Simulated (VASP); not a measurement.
# Hf (Im-3m) in VASP: a series of runs

One crystal, Hf, is run at these levels: PBEsol; tasks: relaxation of cell and atoms.

Everything below comes from runs of VASP 6.6.1. Logs are shortened: lines on timing, memory, paths and dates and some standing lists are left out, and cuts for length are marked.

### 1 The crystal as given

The structure is cubic, space group Im-3m (No. 229). The conventional cell has a = 3.610 Å, b = 3.610 Å, c = 3.610 Å, α = 90.00°, β = 90.00°, γ = 90.00°. Hf (site symmetry m-3m) is surrounded by 8 Hf at 3.13 Å.

This isn't the form of Hf at room conditions, which is hcp.

### 2 Relaxation of cell and atoms, PBEsol, target pressure 50 GPa, at which the enthalpy is minimised

INCAR reads:

```
SYSTEM = Hf
ALGO = Normal
EDIFF = 1E-7
EDIFFG = -0.002
ENCUT = 520
GGA = PS
IBRION = 2
ISIF = 3
ISMEAR = 0
LASPH = .True.
LCHARG = .False.
LREAL = .False.
LWAVE = .False.
NELM = 60
NSW = 80
PREC = Accurate
PSTRESS = 500.0
SIGMA = 0.1
```

KPOINTS reads:

```
k-points
0
Gamma
  6 6 6
  0 0 0
```

POSCAR reads:

```
Hf
1.0
   -1.8050000000      1.8050000000      1.8050000000
    1.8050000000     -1.8050000000      1.8050000000
    1.8050000000      1.8050000000     -1.8050000000
Hf
1
Direct
    0.0000000000      0.0000000000      0.0000000000
```

Potentials or basis: VASP PAW PBE potentials, release 64 (Hf_pv).

Command:

```bash
> cat potpaw_PBE.64/Hf_pv/POTCAR > POTCAR
> mpirun -np 1 vasp_std > vasp.out
```

OUTCAR:

```text
SYSTEM = Hf
   EDIFF = 1E-7
   EDIFFG = -0.002
   ENCUT = 520
   GGA = PS
   IBRION = 2
   ISIF = 3
   ISMEAR = 0
   LASPH = .True.
   LREAL = .False.
   NELM = 60
   NSW = 80
   PREC = Accurate
   PSTRESS = 500.0

 ion  position               nearest neighbor table
   1  0.000  0.000  0.000-

  LATTYP: Found a body centered cubic cell.
 ALAT       =     3.6100000000

  Lattice vectors:

 A1 = (  -1.8050000000,   1.8050000000,   1.8050000000)
 A2 = (   1.8050000000,  -1.8050000000,   1.8050000000)
 A3 = (   1.8050000000,   1.8050000000,  -1.8050000000)

Analysis of symmetry for initial positions (statically):
=====================================================================
 Subroutine PRICEL returns:
 Original cell was already a primitive cell.

 Routine SETGRP: Setting up the symmetry group for a
 body centered cubic supercell.

 Subroutine GETGRP returns: Found 48 space group operations
 (whereof 48 operations were pure point group operations)
 out of a pool of 48 trial point group operations.

The static configuration has the point symmetry O_h .

Analysis of symmetry for dynamics (positions and initial velocities):
=====================================================================
 Subroutine PRICEL returns:
 Original cell was already a primitive cell.

 Routine SETGRP: Setting up the symmetry group for a
 body centered cubic supercell.

 Subroutine GETGRP returns: Found 48 space group operations
 (whereof 48 operations were pure point group operations)
 out of a pool of 48 trial point group operations.

The dynamic configuration has the point symmetry O_h .

 Subroutine INISYM returns: Found 48 space group operations
 (whereof 48 operations are pure point group operations),
 and found     1 'primitive' translations

----------------------------------------------------------------------------------------

                                     Primitive cell

  volume of cell :      23.5229

  direct lattice vectors                    reciprocal lattice vectors
    -1.805000000  1.805000000  1.805000000     0.000000000  0.277008310  0.277008310
     1.805000000 -1.805000000  1.805000000     0.277008310  0.000000000  0.277008310
     1.805000000  1.805000000 -1.805000000     0.277008310  0.277008310  0.000000000

  length of vectors
     3.126351708  3.126351708  3.126351708     0.391748909  0.391748909  0.391748909

  position of ions in fractional coordinates (direct lattice)
     0.000000000  0.000000000  0.000000000

  ion indices of the primitive-cell ions
   primitive index   ion index
                 1           1

----------------------------------------------------------------------------------------

 KPOINTS: k-points

Automatic generation of k-mesh.
 Grid dimensions read from file:
 generate k-points for:    6    6    6

 Generating k-lattice:

  Cartesian coordinates                     Fractional coordinates (reciprocal lattice)
     0.000000000  0.046168052  0.046168052     0.166666667  0.000000000  0.000000000
     0.046168052  0.000000000  0.046168052     0.000000000  0.166666667  0.000000000
     0.046168052  0.046168052  0.000000000     0.000000000  0.000000000  0.166666667

  Length of vectors
     0.065291485  0.065291485  0.065291485

  Shift w.r.t. Gamma in fractional coordinates (k-lattice)
     0.000000000  0.000000000  0.000000000

 Subroutine IBZKPT returns following result:
 ===========================================

 Found     16 irreducible k-points:

 Following reciprocal coordinates:
            Coordinates               Weight
  0.000000  0.000000  0.000000      1.000000
  0.166667  0.000000  0.000000     12.000000
  0.333333  0.000000  0.000000     12.000000
  0.500000  0.000000  0.000000      6.000000
  0.166667  0.166667  0.000000     24.000000
  0.333333  0.166667  0.000000     48.000000
[... 8 lines left out ...]
  0.500000  0.500000  0.333333     12.000000
  0.500000  0.500000  0.500000      1.000000
   k-points           NKPTS =     16   k-points in BZ     NKDIM =     16   number of bands    NBANDS=      9
   number of dos      NEDOS =    301   number of ions     NIONS =      1
   total plane-waves  NPLWV =  13824
   dimension x,y,z NGX =    24 NGY =   24 NGZ =   24
   dimension x,y,z NGXF=    48 NGYF=   48 NGZF=   48
   ions per type =               1
   NGX,Y,Z   is equivalent  to a cutoff of  12.76, 12.76, 12.76 a.u.
   NGXF,Y,Z  is equivalent  to a cutoff of  25.52, 25.52, 25.52 a.u.
 SYSTEM =  Hf
   PREC   = accura    normal or accurate (medium, high low for compatibility)
   ISTART =      0    job   : 0-new  1-cont  2-samecut
   ICHARG =      2    charge: 1-file 2-atom 10-const
   ISPIN  =      1    spin polarized calculation?
   LNONCOLLINEAR =      F non collinear calculations
   LSORBIT =      F    spin-orbit coupling
   LASPH  =      T    aspherical Exc in radial PAW
   ENCUT  =  520.0 eV  38.22 Ry    6.18 a.u.   5.81  5.81  5.81*2*pi/ulx,y,z
   NELM   =     60;   NELMIN=  2; NELMDL= -5     # of ELM steps
   EDIFF  = 0.1E-06   stopping-criterion for ELM
   LREAL  =      F    real-space projection
   EDIFFG = -.2E-02   stopping-criterion for IOM
   NSW    =     80    number of steps for IOM
   IBRION =      2    ionic relax: 0-MD 1-quasi-New 2-CG
   NFREE  =      1    steps in history (QN), initial steepest desc. (CG)
   ISIF   =      3    stress and relaxation
   ISYM   =      2    0-nonsym 1-usesym 2-fastsym
   POTIM  = 0.5000    time-step for ionic-motion
   TEBEG  =    0.0;   TEEND  =   0.0 temperature during run
   PSTRESS=  500.0 pullay stress
   NELECT =      10.0000    total number of electrons
   NUPDOWN=      -1.0000    fix difference up-down
   EMIN   =  10.00;   EMAX   =-10.00  energy-range for DOS
   EFERMI =   0.00;   METHOD = LEGACY
   ISMEAR =     0;   SIGMA  =   0.10  broadening in eV -4-tet -1-fermi 0-gaus
   EFERMI_NEDOS =   21; number of points for ismear=-14 and -15
   IALGO  =     38    algorithm
   IMIX   =      4    mixing-type and parameters
     AMIX     =   0.40;   BMIX     =  1.00
     AMIX_MAG =   1.60;   BMIX_MAG =  1.00
  volume/ion in A,a.u.               =      23.52       158.74
  Fermi-wavevector in a.u.,A,eV,Ry     =   1.230961  2.326179 20.616432  1.515265
  Thomas-Fermi vector in A             =   2.365789
   LORBIT       =      0    0 simple, 1 ext, 2 COOP (PROOUT), +10 PAW based schemes
   GGA     = PS    functional components
   LHFCALC =     F    Hartree Fock is set to
   AEXX    =    0.0000 exact exchange contribution
   IVDW    =     0    specifies the selected vdW correction
   LEPSILON=     F    determine dielectric tensor
   LRPA    =     F    only Hartree local field effects (RPA)
 conjugate gradient relaxation of ions
 non-spin polarized calculation
 Gauss-broadening in eV      SIGMA  =   0.10
  energy-cutoff  :      520.00
  volume of cell :       23.52
 maximum number of plane-waves:       682
   NGX = 11   NGY = 11   NGZ = 11

--------------------------------------- Ionic step        1  -------------------------------------------

 number of electron      10.0000001 magnetization

 Free energy of the ion-electron system (eV)
  ---------------------------------------------------
  ext. energy  EPLUGINS =         0.00000000
  ---------------------------------------------------
  free energy    TOTEN  =       -10.24206592 eV

  energy without entropy =      -10.22651242  energy(sigma->0) =      -10.23428917

------------------------ aborting loop because EDIFF is reached ----------------------------------------

  FORCE on cell =-STRESS in cart. coord.  units (eV):
  Direction    XX          YY          ZZ          XY          YZ          ZX
  --------------------------------------------------------------------------------------
  -------------------------------------------------------------------------------------
  Total       -1.3148953     -1.3148953     -1.3148953      0.0000000      0.0000000      0.0000000
  in kB      -89.5591878    -89.5591878    -89.5591878      0.0000000      0.0000000      0.0000000
  external PRESSURE =    -589.5591878 kB  Pullay stress =     500.0000000 kB
[... 22 lines left out ...]
  enthalpy is  TOTEN    =        -2.9011367826 eV   P V=        7.3409291405

--------------------------------------- Ionic step        2  -------------------------------------------

 number of electron      10.0000000 magnetization

 E-fermi :  24.7711     XC(G=0): -20.6748

 val. band max:       24.7654949944   @ k =   0.1667   0.1667   0.1667
 cond. band min:      25.0836723626   @ k =   0.5000   0.5000   0.1667
 fundamental gap:      0.3181773682
 Fermi energy:        24.7710666978

 k-point     1 :       0.0000    0.0000    0.0000
  band No.  band energies     occupation
      1       2.2470      2.00000
      2       2.2470      2.00000
      3       2.2470      2.00000
      4      22.5831      2.00000
      5      22.5831      2.00000
      6      22.5831      2.00000
      7      32.0311      0.00000
      8      32.0311      0.00000
      9      33.7024      0.00000
[... 243 lines left out ...]
  FREE ENERGIE OF THE ION-ELECTRON SYSTEM (eV)
  ---------------------------------------------------
  free  energy   TOTEN  =       -10.3127362616 eV

  energy  without entropy=      -10.3032411927  energy(sigma->0) =      -10.30798873

  enthalpy is  TOTEN    =        -3.5946856521 eV   P V=        6.7180506095

[... ionic steps 4 to 7 ...]

--------------------------------------- Ionic step        8  -------------------------------------------

 number of electron      10.0000001 magnetization

------------------------ aborting loop because EDIFF is reached ----------------------------------------

  FORCE on cell =-STRESS in cart. coord.  units (eV):
  Direction    XX          YY          ZZ          XY          YZ          ZX
  --------------------------------------------------------------------------------------
  -------------------------------------------------------------------------------------
  Total        5.1295686      5.1295686      5.1295686      0.0000000      0.0000000      0.0000000
  in kB      520.5367549    520.5367549    520.5367549      0.0000000      0.0000000      0.0000000
  external PRESSURE =      20.5367549 kB  Pullay stress =     500.0000000 kB
[... 59 lines left out ...]
  enthalpy is  TOTEN    =        -4.7134065303 eV   P V=        5.0522897089

--------------------------------------- Ionic step       10  -------------------------------------------

 number of electron      10.0000001 magnetization

 Free energy of the ion-electron system (eV)
  ---------------------------------------------------
  ext. energy  EPLUGINS =         0.00000000
  ---------------------------------------------------
  free energy    TOTEN  =        -9.68091045 eV

  energy without entropy =       -9.67306656  energy(sigma->0) =       -9.67698851

 E-fermi :   6.9884     XC(G=0): -13.0526

 val. band max:        6.9772853722   @ k =   0.1667   0.1667   0.0000
 cond. band min:       7.0706715455   @ k =   0.5000   0.5000   0.1667
 fundamental gap:      0.0933861733
 Fermi energy:         6.9884273927

 k-point     1 :       0.0000    0.0000    0.0000
  band No.  band energies     occupation
      1     -21.4802      2.00000
      2     -21.4802      2.00000
      3     -21.4802      2.00000
      4      -0.9749      2.00000
      5       8.6300      0.00000
      6       8.6300      0.00000
      7       8.6300      0.00000
      8      12.5308      0.00000
      9      12.5308      0.00000
[... 206 lines left out ...]
  FREE ENERGIE OF THE ION-ELECTRON SYSTEM (eV)
  ---------------------------------------------------
  free  energy   TOTEN  =        -9.6809104492 eV

  energy  without entropy=       -9.6730665612  energy(sigma->0) =       -9.67698851

  enthalpy is  TOTEN    =        -4.7177491769 eV   P V=        4.9631612723

 reached required accuracy - stopping structural energy minimisation
```

Run time: 27 s. Hardware: 1 thread of AMD EPYC 7R13 (Zen 3), shared host; peak memory 0.15 GiB.

Results:

```
Free energy                                            : -9.6809 eV
Relaxed volume                                         : 15.90 Å³/atom
Relaxed cell                                           : a = 2.744 Å, b = 2.744 Å, c = 2.744 Å, α = 109.47°, β = 109.47°, γ = 109.47°
Space group after relaxing (to 0.05 Å)                 : Im-3m (No. 229)
Energy change on relaxing (the enthalpy is what falls) : +561.2 meV/atom
Ionic steps                                            : 10
Pressure after relaxing                                : 50.0 GPa
Band gap on the k mesh                                 : none (metal or under the smearing width)
```

Step by step:
```csv
step,energy change (eV),largest force (eV/Å),pressure (GPa),volume (Å³)
1,0.0000,0.0000,-8.96,23.52
2,47.6778,0.0000,4030.34,4.65
3,-0.0707,0.0000,-1.97,21.53
4,-0.0585,0.0000,5.04,20.09
5,0.9037,0.0000,69.23,14.98
6,0.4961,0.0000,46.33,16.12
7,0.5558,0.0000,49.69,15.92
8,0.5979,0.0000,52.05,15.79
9,0.4764,0.0000,45.22,16.19
10,0.5612,0.0000,49.99,15.90
```

Final structure:
```cif
data_structure
_symmetry_space_group_name_H-M 'P 1'
_symmetry_Int_Tables_number 1
_cell_length_a 2.7439
_cell_length_b 2.7439
_cell_length_c 2.7439
_cell_angle_alpha 109.471
_cell_angle_beta 109.471
_cell_angle_gamma 109.471
_cell_volume 15.90
loop_
_atom_site_label
_atom_site_type_symbol
_atom_site_fract_x
_atom_site_fract_y
_atom_site_fract_z
_atom_site_occupancy
Hf1 Hf 0.00000 0.00000 0.00000 1
```

Levels at points of the mesh, in eV from the Fermi level:
```csv
k point,band 2,band 3,band 4,band 5,band 6,band 7,band 8,band 9
"(0.00, 0.00, 0.00)",-28.47,-28.47,-7.96,1.64,1.64,1.64,5.54,5.54
"(0.50, 0.00, 0.00)",-29.20,-28.51,-4.66,-1.37,3.13,5.68,7.06,11.11
"(0.50, 0.50, 0.50)",-30.05,-30.05,-4.45,-4.45,9.69,9.69,9.69,10.66
```

Caveat: the k mesh is coarse (spacing up to 0.41 Å⁻¹), so the values aren't converged; the cell is relaxed towards a set pressure, so the enthalpy falls and the energy may rise; the volume moved by over 15 % at a fixed basis, so the end points are rough; the PAW data sets were made with another functional, which shifts forces and pressure a little. The run has no spin-orbit coupling, so splittings on Hf are missing.

### 3 Relaxation of cell and atoms, PBEsol, target pressure 50 GPa, at which the enthalpy is minimised

This run uses another cell than the first one, of 15.90 Å³/atom, 0.676 times its volume.

INCAR is that of step 2.

KPOINTS is that of step 2.

POSCAR reads:

```
Hf                                      
1.0
   -1.5842108791      1.5842108791      1.5842108791
    1.5842108791     -1.5842108791      1.5842108791
    1.5842108791      1.5842108791     -1.5842108791
  Hf            
     1
Direct
     0.0000000000000000    0.0000000000000000    0.0000000000000000
```

Potentials or basis: VASP PAW PBE potentials, release 64 (Hf_pv).

Command:

```bash
> cat potpaw_PBE.64/Hf_pv/POTCAR > POTCAR
> mpirun -np 1 vasp_std > vasp.out
```

Run time: 4.8 s. Hardware: 1 thread of AMD EPYC 7R13 (Zen 3), shared host; peak memory 0.09 GiB.

Results (log left out):

* Free energy: -9.6790 eV
* Relaxed volume: 15.90 Å³/atom
* Relaxed cell: a = 2.744 Å, b = 2.744 Å, c = 2.744 Å, α = 109.47°, β = 109.47°, γ = 109.47°
* Space group after relaxing (to 0.05 Å): Im-3m (No. 229)
* Energy change on relaxing (the enthalpy is what falls): +0.6 meV/atom
* Ionic steps: 3
* Pressure after relaxing: 50.0 GPa
* Band gap on the k mesh: none (metal or under the smearing width)

Step by step:
```csv
step,energy change (eV),largest force (eV/Å),pressure (GPa),volume (Å³)
1,0.0000,0.0000,49.97,15.90
2,0.0022,0.0000,50.09,15.90
3,0.0006,0.0000,50.01,15.90
```

Final structure:
```yaml
crystal:
  lattice:
    - [-1.58415, 1.58415, 1.58415]
    - [1.58415, -1.58415, 1.58415]
    - [1.58415, 1.58415, -1.58415]
  atoms:
    - { symbol: Hf, position: [0.00000, 0.00000, 0.00000] }
```

Levels at points of the mesh, in eV from the Fermi level:
```csv
k point,band 2,band 3,band 4,band 5,band 6,band 7,band 8,band 9
"(0.00, 0.00, 0.00)",-28.47,-28.47,-7.96,1.64,1.64,1.64,5.54,5.54
"(0.50, 0.00, 0.00)",-29.20,-28.50,-4.66,-1.37,3.13,5.68,7.06,11.12
"(0.50, 0.50, 0.50)",-30.05,-30.05,-4.45,-4.45,9.69,9.69,9.69,10.66
```

Caveat: the k mesh is coarse (spacing up to 0.47 Å⁻¹), so the values aren't converged; the cell is relaxed towards a set pressure, so the enthalpy falls and the energy may rise; the PAW data sets were made with another functional, which shifts forces and pressure a little.

### 4 Relaxation of cell and atoms, PBEsol, target pressure 50 GPa, at which the enthalpy is minimised

This run uses another cell than the first one, of 15.90 Å³/atom, 0.676 times its volume.

INCAR is that of step 3.

KPOINTS is that of step 3.

POSCAR reads:

```
Hf                                      
1.0
   -1.5841503491      1.5841503491      1.5841503491
    1.5841503491     -1.5841503491      1.5841503491
    1.5841503491      1.5841503491     -1.5841503491
  Hf            
     1
Direct
     0.0000000000000000    0.0000000000000000    0.0000000000000000
```

Command:

```bash
> cat potpaw_PBE.64/Hf_pv/POTCAR > POTCAR
> mpirun -np 1 vasp_std > vasp.out
```

It took 3.1 s on 1 thread of AMD EPYC 7R13 (Zen 3), shared host; peak memory 0.09 GiB.

The run converged. Its results:

- Free energy: -9.6790 eV
- Pressure after relaxing: 50.0 GPa
- Band gap on the k mesh: none (metal or under the smearing width)

Final structure:
```
CELL_PARAMETERS angstrom
-1.58415 1.58415 1.58415
1.58415 -1.58415 1.58415
1.58415 1.58415 -1.58415
ATOMIC_POSITIONS crystal
Hf 0.00000 0.00000 0.00000
```

Levels at points of the mesh, in eV from the Fermi level:
| k point | band 2 | band 3 | band 4 | band 5 | band 6 | band 7 | band 8 | band 9 |
| --- | --- | --- | --- | --- | --- | --- | --- | --- |
| (0.00, 0.00, 0.00) | -28.47 | -28.47 | -7.96 | 1.64 | 1.64 | 1.64 | 5.54 | 5.54 |
| (0.50, 0.00, 0.00) | -29.20 | -28.50 | -4.66 | -1.37 | 3.13 | 5.68 | 7.06 | 11.12 |
| (0.50, 0.50, 0.50) | -30.05 | -30.05 | -4.45 | -4.45 | 9.69 | 9.69 | 9.69 | 10.66 |

Caveat: the k mesh is coarse (spacing up to 0.47 Å⁻¹), so the values aren't converged; the relaxation stopped at its first step, so nothing moved; the cell is relaxed towards a set pressure, so the enthalpy falls and the energy may rise; the PAW data sets were made with another functional, which shifts forces and pressure a little.
